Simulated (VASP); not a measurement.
Write the native input for VASP 6.6.1 that does the following.

| Property | Result |
| --- | --- |
| Task | optical spectrum |
| Functional | TPSS |
| Potentials or basis | VASP PAW PBE potentials, release 64 (Ga_h) |
| Cutoff | 900 eV |
| k mesh | 10 × 10 × 10 |
| Occupations | methfessel-paxton, width 0.1 eV |
| Spin | no spin polarisation |
| Further INCAR settings | ALGO = Normal; EDIFF = 1e-07; NBANDS = 38 |

The structure of Ga lies in POSCAR:

```
Ga
1.0
    2.7164800000      0.0000000000      0.0000000000
    0.0000000000      2.7164800000      0.0000000000
    0.0000000000      0.0000000000      2.7164800000
Ga
1
Cartesian
    0.0000000000      0.0000000000      0.0000000000
```

The cell was built by a generator and needn't be a form met in nature.

The input as run:

INCAR

```
SYSTEM = Ga
PREC = Accurate
ENCUT = 900
EDIFF = 1E-7
ISMEAR = 1
SIGMA = 0.1
LREAL = .False.
LASPH = .True.
NELM = 100
ALGO = Normal
ISIF = 2
LWAVE = .False.
LCHARG = .False.
METAGGA = TPSS
LMIXTAU = .True.
LOPTICS = .True.
NBANDS = 38
NEDOS = 2000
CSHIFT = 0.05
```

KPOINTS

```
regular mesh
0
Gamma
  10 10 10
  0 0 0
```

Potentials or basis: VASP PAW PBE potentials, release 64 (Ga_h).

Run with:

```console
$ cat potpaw_PBE.64/Ga_h/POTCAR > POTCAR
$ mpirun -np 1 vasp_std > vasp.out
```

Results of the run:

The pressure is -2.3 GPa and the band gap on the k mesh is none (metal or under the smearing width).

Caveat: spectra need much finer meshes, so this one isn't converged; independent-particle spectra lack excitons; the intraband (Drude) part of a metal's response may be missing; the PAW data sets were made with another functional, which shifts forces and pressure a little.

It took 7.4 min on 1 thread of AMD EPYC 7R43 64-Core Processor (Zen 3) (shared host), peak memory 0.21 GiB.
